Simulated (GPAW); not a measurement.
# In2O3 (R-3c) in GPAW: reference runs

Aim: a first look at In2O3 with PBE, on the cell as given.

Program: GPAW 26.7.0. These are calculated values, not measurements. Logs are shortened: lines on timing, memory, paths and dates and some standing lists are left out, and cuts for length are marked. The log counts tension as positive stress, the text compression.

**What was measured.**

From “Fabrication and performance enhancement of an In2O3/BiVO4 heterojunction for N-butanol gas sensing applications”, 2024, pmc:11650617, for a powder of In2O3: band gap 3.08 eV (optical).

The results are compared with them further down.

## (1) The structure

It takes space group R-3c (No. 167, trigonal). Conventional cell: a = 5.487 Å, b = 5.487 Å, c = 14.510 Å, α = 90.00°, β = 90.00°, γ = 120.00°. In (site symmetry 3) is surrounded by 6 O at 2.12 to 2.26 Å. O (site symmetry 2) has 4 In at 2.12 to 2.26 Å as nearest neighbours.

## (2) Single point, PBE

run.py

```python
from ase import Atoms
from ase.dft.bandgap import bandgap
from ase.io import write
from ase.units import Bohr, GPa
from gpaw import GPAW, PW
from gpaw.elf import elf_from_dft_calculation

atoms = Atoms(['In', 'In', 'In', 'In', 'O', 'O', 'O', 'O', 'O', 'O'],
              cell=[[2.7435, 1.5839604635, 4.8366666667],
                    [-2.7435, 1.5839604635, 4.8366666667],
                    [0.0, -3.167920927, 4.8366666667]],
              scaled_positions=[[0.85731, 0.85731, 0.85731],
                                [0.64269, 0.64269, 0.64269],
                                [0.14269, 0.14269, 0.14269],
                                [0.35731, 0.35731, 0.35731],
                                [0.048, 0.75, 0.452],
                                [0.75, 0.452, 0.048],
                                [0.452, 0.048, 0.75],
                                [0.952, 0.25, 0.548],
                                [0.25, 0.548, 0.952],
                                [0.548, 0.952, 0.25]],
              pbc=True)

calc = GPAW(mode=PW(800),
            xc='PBE',
            kpts={'size': (6, 6, 6), 'gamma': True},
            occupations={'name': 'fermi-dirac', 'width': 0.05},
            nbands=69,
            convergence={'density': 1e-05, 'energy': 1e-05},
            maxiter=150,
            txt='gpaw.txt')
atoms.calc = calc
energy = atoms.get_potential_energy()
forces = atoms.get_forces()
stress = atoms.get_stress()
calc.write('gs.gpw')
write('result.traj', atoms)
print(f'Energy: {energy:.6f} eV')
print('Forces (eV/A):')
print(forces.round(4))
print('Stress (GPa):', (stress / GPa).round(3))
print('Fermi level:', round(calc.get_fermi_level(), 4), 'eV')
print(f'Gap: {bandgap(calc)[0]:.4f} eV, direct: {bandgap(calc, direct=True)[0]:.4f} eV')

# fields on the real-space grid
write('density.cube', atoms, data=calc.get_pseudo_density() * Bohr**3)
write('potential.cube', atoms, data=calc.get_electrostatic_potential())
write('elf.cube', atoms, data=elf_from_dft_calculation(calc).data)
```

Potentials or basis: GPAW PAW data sets (gpaw-data 1.2.1), pw.

The run is started by

```
$ OMP_NUM_THREADS=1 python run.py
```

gpaw.txt:

```text
__  _  _
 | _ |_)|_||  |
 |__||  | ||/\| - 26.7.0

Input parameters:
  mode=PW(ecut=800.0),
  convergence={'density': 1e-05, 'energy': 1e-05},
  kpts=MonkhorstPack(size=(6, 6, 6), gamma=True),
  maxiter=150,
  nbands=69,
  occupations=Occupations(name='fermi-dirac', width=0.05),
  xc=XC(name='PBE')

Diagonalizing LCAO Hamiltonian
Converting LCAO to pw mode

             In

           O In
                  O
          O
                O
        O
             InO

             In

Atoms  # Å, Bohr magnetons
|   | symbol |         x |         y |         z |    initial magnetic moments |
|---|--------|-----------|-----------|-----------|-----------------------------|
| 0 |     In |  0.000000 | -0.000000 | 12.439568 | ( 0.0000,  0.0000,  0.0000) |
| 1 |     In | -0.000000 |  0.000000 |  9.325432 | ( 0.0000,  0.0000,  0.0000) |
| 2 |     In |  0.000000 | -0.000000 |  2.070432 | ( 0.0000,  0.0000,  0.0000) |
| 3 |     In | -0.000000 | -0.000000 |  5.184568 | ( 0.0000,  0.0000,  0.0000) |
| 4 |      O | -1.925937 | -0.167900 |  6.045833 | ( 0.0000,  0.0000,  0.0000) |
| 5 |      O |  0.817563 |  1.751860 |  6.045833 | ( 0.0000,  0.0000,  0.0000) |
| 6 |      O |  1.108374 | -1.583960 |  6.045833 | ( 0.0000,  0.0000,  0.0000) |
| 7 |      O |  1.925937 |  0.167900 |  8.464167 | ( 0.0000,  0.0000,  0.0000) |
| 8 |      O | -0.817563 | -1.751860 |  8.464167 | ( 0.0000,  0.0000,  0.0000) |
| 9 |      O | -1.108374 |  1.583960 |  8.464167 | ( 0.0000,  0.0000,  0.0000) |

Unit cell  # Å
| periodic |         x |         y |        z |  lengths |    angles |
|----------|-----------|-----------|----------|----------|-----------|
|      yes |  2.743500 |  1.583960 | 4.836667 | 5.781788 | 56.654541 |
|      yes | -2.743500 |  1.583960 | 4.836667 | 5.781788 | 56.654541 |
|      yes |  0.000000 | -3.167921 | 4.836667 | 5.781788 | 56.654541 |

Number of symmetries: 6
Symmetry operations  # r_c * U_cc + t_c -> r_c
|   | kind |            matrix            |
|---|------|------------------------------|
| 0 |  E   |  1, 0, 0,  0, 1, 0,  0, 0, 1 |
| 1 |  C3  |  0, 1, 0,  0, 0, 1,  1, 0, 0 |
| 2 |  C3  |  0, 0, 1,  1, 0, 0,  0, 1, 0 |
| 3 |  S6  |  0, 0,-1, -1, 0, 0,  0,-1, 0 |
| 4 |  S6  |  0,-1, 0,  0, 0,-1, -1, 0, 0 |
| 5 |  i   | -1, 0, 0,  0,-1, 0,  0, 0,-1 |

BZ-sampling:
  Number of BZ points: 216
  Number of IBZ points: 40

  Monkhorst-Pack size: [6, 6, 6]
  Monkhorst-Pack shift: [0.08333333333333333, 0.08333333333333333, 0.08333333333333333]

K-points  # in reciprocal-cell coordinates
|     |                                coordinates |     weight |
|-----|--------------------------------------------|------------|
|   0 | (  0.00000000,   0.00000000,   0.00000000) | 0.00462963 |
|   1 | (  0.16666667,   0.00000000,  -0.16666667) | 0.02777778 |
|   2 | (  0.16666667,   0.00000000,   0.00000000) | 0.02777778 |
|   3 | (  0.16666667,   0.16666667,  -0.16666667) | 0.02777778 |
|   4 | (  0.16666667,   0.16666667,   0.00000000) | 0.02777778 |
|   5 | (  0.16666667,   0.16666667,   0.16666667) | 0.00925926 |
|   6 | (  0.33333333,  -0.16666667,  -0.33333333) | 0.02777778 |
|   7 | (  0.33333333,  -0.16666667,  -0.16666667) | 0.02777778 |
|   8 | (  0.33333333,  -0.16666667,   0.00000000) | 0.02777778 |
|   9 | (  0.33333333,  -0.16666667,   0.16666667) | 0.02777778 |
| ... |                                            |            |
|  39 | (  0.50000000,   0.50000000,   0.50000000) | 0.00462963 |

Plane wave coefficients: 6533
Cutoff: 800.0 eV

Spin-components: 1 (collinear spins)
Bands:           69
Projectors:      54
Spin-degeneracy: 2
Datatype:        complex128

Parallelization:
  kpt:    1
  domain: 1
  band:   1

Density:
  Valence electrons: 88.0
  Components: 1
  Grid points: [40 40 40]
  Charge: 0.0  # |e|

Potential:
  Grid points: [40 40 40]

species:
  In:
    name:    Indium
    Z:       49.0
    valence: 13
    core:    36
    charge:  0.0  # [|e|]
    compensation charges:
      type: gauss
      rc: 0.36  # [Å]
      lmax: 2
    cutoffs:
      filter: 2.09  # [Å]
      core: 2.48  # [Å]
    projectors
    | kind |    occ | energy [eV] | rcut [Å] |
    |------|--------|-------------|----------|
    |   5s |  2.000 |      -8.203 |    1.185 |
    |   5p |  1.000 |      -2.521 |    1.244 |
    |   4d | 10.000 |     -18.629 |    1.148 |
    |    s |        |      19.008 |    1.185 |
    |    p |        |      24.691 |    1.244 |
    |    d |        |       8.583 |    1.148 |

    Using partial waves for In as LCAO basis

  O:
    name:    Oxygen
    Z:       8.0
    valence: 6
    core:    2
    charge:  0.0  # [|e|]
    compensation charges:
      type: gauss
      rc: 0.21  # [Å]
      lmax: 2
    cutoffs:
      filter: 1.17  # [Å]
      core: 0.83  # [Å]
    projectors
    | kind |    occ | energy [eV] | rcut [Å] |
    |------|--------|-------------|----------|
    |   2s |  2.000 |     -23.961 |    0.688 |
    |   2p |  4.000 |      -9.029 |    0.598 |
    |    s |        |       3.251 |    0.688 |
    |    p |        |      18.182 |    0.598 |
    |    d |        |       0.000 |    0.619 |

    Using partial waves for O as LCAO basis

Reference energy: -652146.792447  # eV

eigensolver:
  PPCG
  Converge bands: occupied
  niter=2

density mixing:
  MSR1-Mixer
  Pratt-step length: 0.05
  Maximum mixing coefficient: 0.75
  Old densities: 10
  SVD Regularization: 0.005
  Good broyden scale: 1.0
  Trust region scale: 1.0
  Backstep threshold: 4.0
  History deletion threshold: 6.0
  Fourier metric: weight=20.0, sigma=0.015

occupation numbers:
  Fermi-Dirac:
    width: 0.0500  # eV

poisson solver:
  ecut: 6400.0  # eV

xc functional:
  name: PBE with 2 nearest neighbor stencil

convergence criteria:
[... 6 lines left out ...]
|iter     | |      energy | eigst |  dens |
|---------|-|-------------|-------|-------|
|iter:   1| |  -66.793781 | +0.13 |       |
|iter:   2| |  -64.256896 | -1.26 | -0.90 |
|iter:   3| |  -57.712254 | -0.46 | -0.96 |
|iter:   4| |  -57.691762 | -2.62 | -1.49 |
|iter:   5| |  -57.694275 | -3.16 | -1.76 |
|iter:   6| |  -57.694988 | -4.47 | -2.82 |
|iter:   7| |  -57.695131c| -5.68 | -3.25 |
|iter:   8| |  -57.695134c| -6.63 | -4.00 |
|iter:   9| |  -57.695134c| -7.86c| -4.83 |
|iter:  10| |  -57.695135c| -8.13c| -5.21c|

Converged in 10 steps
Energy contributions relative to reference atoms: (reference = -652146.792447)

Energy contributions:
  Kinetic:         165.604884
  Coulomb:        -150.032521
  Zero:              1.166541
  External:          0.000000
  Xc:              -74.434038
  Entropy:          -0.000000
  Spinorbit:         0.000000
  ----------------------------
  Free energy:     -57.695135
  Extrapolated:    -57.695135

dipole moment: (-0.000000, 0.000000, 0.000006)  # |e|*Ang

Fermi level: 6.447
Eigenvalues  # (at kpt = [0.000, 0.000, 0.000])
| band index |      eig [eV] | occ [0-2] |
|------------|---------------|-----------|
|          0 |       -11.941 |     2.000 |
|        ... |               |           |
|         36 |         4.903 |     2.000 |
|         37 |         5.199 |     2.000 |
|         38 |         5.306 |     2.000 |
|         39 |         5.306 |     2.000 |
|         40 |         5.415 |     2.000 |
|         41 |         5.415 |     2.000 |
[... 8 lines left out ...]
|         50 |        14.914 |     0.000 |
|         51 |        15.234 |     0.000 |
|        ... |               |           |
|         68 |        24.581 |     0.000 |

Gap: 1.318 eV
Transition (v -> c):
  (s=0, k=12, n=43, [0.33, 0.00, 0.00]) -> (s=0, k=0, n=44, [0.00, 0.00, 0.00])
Direct/indirect transitions are different
Direct gap: 1.348 eV
Transition at: (s=0, k=0, n=43, [0.00, 0.00, 0.00])

Forces  # eV/Ang
|        x |        y |        z |
|----------|----------|----------|
| -0.00000 |  0.00000 |  0.00204 |  # In   0
|  0.00000 |  0.00000 | -0.00193 |  # In   1
|  0.00000 |  0.00000 | -0.00204 |  # In   2
| -0.00000 |  0.00000 |  0.00193 |  # In   3
| -0.06433 | -0.11147 | -0.00008 |  # O    4
| -0.06437 |  0.11144 | -0.00008 |  # O    5
|  0.12870 |  0.00003 | -0.00008 |  # O    6
|  0.06433 |  0.11147 |  0.00008 |  # O    7
|  0.06437 | -0.11144 |  0.00008 |  # O    8
| -0.12870 | -0.00003 |  0.00008 |  # O    9

Stress tensor  # eV/Ang^3
|         x |         y |         z |
|-----------|-----------|-----------|
| -0.049864 | -0.000000 | -0.000000 |
|  0.000000 | -0.049864 | -0.000000 |
| -0.000000 | -0.000000 | -0.041514 |

# Writing to gs.gpw (mode='')
```

Wall time 7.2 min (1 thread of Arm Neoverse V2, shared host); peak memory 0.6 GiB.

What came out:

* Free energy: -57.6951 eV
* Pressure: 7.5 GPa
* Largest force: 0.129 eV/Å
* Band gap on the k mesh: 1.32 eV, indirect (least direct gap 1.35 eV)

Forces on the atoms (eV/Å):
```
In   0.000  0.000  0.002
In   0.000  0.000 -0.002
In   0.000  0.000 -0.002
In   0.000  0.000  0.002
O   -0.064 -0.111  0.000
O   -0.064  0.111  0.000
O    0.129  0.000  0.000
O    0.064  0.111  0.000
O    0.064 -0.111  0.000
O   -0.129  0.000  0.000
```

Levels at points of the mesh, in eV from the valence-band top:
```
           k point  band 42  band 43  band 44  band 45  band 46  band 47
(0.00, 0.00, 0.00)    -0.27    -0.03    -0.03     1.32     5.61     6.32
(0.50, 0.00, 0.00)    -0.75    -0.06    -0.06     5.00     5.00     5.94
(0.50, 0.50, 0.00)    -0.33    -0.08    -0.04     5.24     5.56     6.52
(0.50, 0.50, 0.50)    -0.19    -0.19    -0.19     4.45     4.45     7.24
```

Caveat: spin-orbit coupling is left out, which moves the levels of the heavy elements.

## (3) Comparison with measurements

Step 2. A measured gap of In2O3 is 3.08 eV (optical; powder; “Fabrication and performance enhancement of an In2O3/BiVO4 heterojunction for N-butanol gas sensing applications”, 2024, pmc:11650617); the calculated 1.32 eV misses it by -1.76 eV. So large a miss can be the level of theory's own, or it may mean another phase, state or a wrong row. Spin-orbit coupling on In is left out. The value is that of PBE on a finite k mesh, which can miss the band edges, without temperature or zero-point motion. Semilocal functionals fall short of measured gaps as a rule.
